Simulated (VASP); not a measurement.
**KMgF3: relaxation of cell and atoms with PBE+D3(BJ)**

KMgF3:

```xyz
5
Lattice="3.9859 0.0000 0.0000 0.0000 3.9859 0.0000 0.0000 0.0000 3.9859" Properties=species:S:1:pos:R:3 pbc="T T T"
K     1.9929    1.9929    1.9929
Mg    0.0000    0.0000    0.0000
F     0.0000    0.0000    1.9929
F     0.0000    1.9929    0.0000
F     1.9929    0.0000    0.0000
```

- Program: VASP 6.6.1
- Task: relaxation of cell and atoms
- Functional: PBE
- Dispersion: D3(BJ)
- Potentials or basis: VASP PAW PBE potentials, release 64 (K_sv, Mg, F)
- Cutoff: 600 eV
- k mesh: 6 × 6 × 6
- Occupations: gaussian, width 0.02 eV
- Spin: no spin polarisation
- Ladder: gaps
- Further INCAR settings: ALGO = Normal; EDIFF = 1e-06; IBRION = 2; EDIFFG = -0.01; NSW = 60; ISIF = 3

The relaxed volume is 12.87 Å³/atom, the relaxed cell is a = 4.007 Å, b = 4.007 Å, c = 4.007 Å, α = 90.00°, β = 90.00°, γ = 90.00° and the space group after relaxing (to 0.05 Å) is Pm-3m (No. 221). The energy gained by relaxing is 0.7 meV/atom and the ionic steps are 3. The pressure after relaxing is 0.0 GPa. The band gap on the k mesh is 7.19 eV, indirect (least direct gap 7.51 eV) and the dispersion energy per atom is -0.164 eV.

The path:
```
step  energy change (eV)  largest force (eV/Å)  pressure (GPa)  volume (Å³)
   1              0.0000                0.0000            1.18        63.33
   2             -0.0035                0.0000            0.16        64.18
   3             -0.0036                0.0000            0.00        64.33
```

Final structure:
```cif
data_structure
_symmetry_space_group_name_H-M 'P 1'
_symmetry_Int_Tables_number 1
_cell_length_a 4.0069
_cell_length_b 4.0069
_cell_length_c 4.0069
_cell_angle_alpha 90.000
_cell_angle_beta 90.000
_cell_angle_gamma 90.000
_cell_volume 64.33
loop_
_atom_site_label
_atom_site_type_symbol
_atom_site_fract_x
_atom_site_fract_y
_atom_site_fract_z
_atom_site_occupancy
K1 K 0.50000 0.50000 0.50000 1
Mg1 Mg 0.00000 0.00000 0.00000 1
F1 F 0.00000 0.00000 0.50000 1
F2 F 0.00000 0.50000 0.00000 1
F3 F 0.50000 0.00000 0.00000 1
```

Levels at points of the mesh, in eV from the valence-band top:
| k point | band 14 | band 15 | band 16 | band 17 | band 18 | band 19 |
| --- | --- | --- | --- | --- | --- | --- |
| (0.00, 0.00, 0.00) | -0.32 | -0.32 | -0.32 | 7.19 | 10.06 | 10.06 |
| (0.50, 0.00, 0.00) | -0.84 | -0.52 | -0.52 | 10.02 | 10.29 | 11.08 |
| (0.50, 0.50, 0.00) | -0.88 | -0.88 | -0.02 | 10.82 | 11.62 | 12.48 |
| (0.50, 0.50, 0.50) | 0.00 | 0.00 | 0.00 | 10.38 | 10.38 | 10.38 |

Run time: 25 s on 2 MPI ranks on Intel(R) Xeon(R) Platinum 8259CL CPU @ 2.50GHz (Skylake/Cascade Lake), with other jobs on the host, peak memory 0.2 GiB a rank.

A k mesh can miss the band edges. Zero-point motion and thermal expansion aren't in these numbers.
